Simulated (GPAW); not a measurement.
ZrC:

```xyz
4
Lattice="3.3915 0.0000 0.0000 -1.6957 2.9371 0.0000 0.0000 0.0000 5.2901" Properties=species:S:1:pos:R:3 pbc="T T T"
Zr    1.6957    0.9790    3.9675
Zr    0.0000    1.9581    1.3225
C     0.0000    0.0000    2.6450
C     0.0000    0.0000    0.0000
```

The cell comes from a database or a generator and needn't be the stable form of this composition.

Base run:

```yaml
Program: GPAW 26.7.0
Functional: PBEsol
Potentials_or_basis: PAW data sets generated in the run's folder for this functional
Cutoff: 800 eV
Basis: pw
k_mesh: 7 × 7 × 4
Occupations: fermi-dirac, width 0.05 eV
Spin: no spin polarisation
Hubbard_terms: Zr d U = 6 eV
```

Its results: pressure 7.6 GPa.

Task: After a change of settings the same cell gave: pressure 14.1 GPa. Which change was it?
A. hubbard terms from Zr d U = 6 eV to Zr d U = 8 eV
B. k mesh from 7 × 7 × 4 to 9 × 9 × 5; hubbard terms from Zr d U = 6 eV to none
C. hubbard terms from Zr d U = 6 eV to Zr d U = 4 eV
D. hubbard terms from Zr d U = 6 eV to none

Result: A.

Caveats: U without spin polarisation on a metal has little footing; the U is typed as a test and isn't derived for this compound.

Not every run made on this cell is shown here.
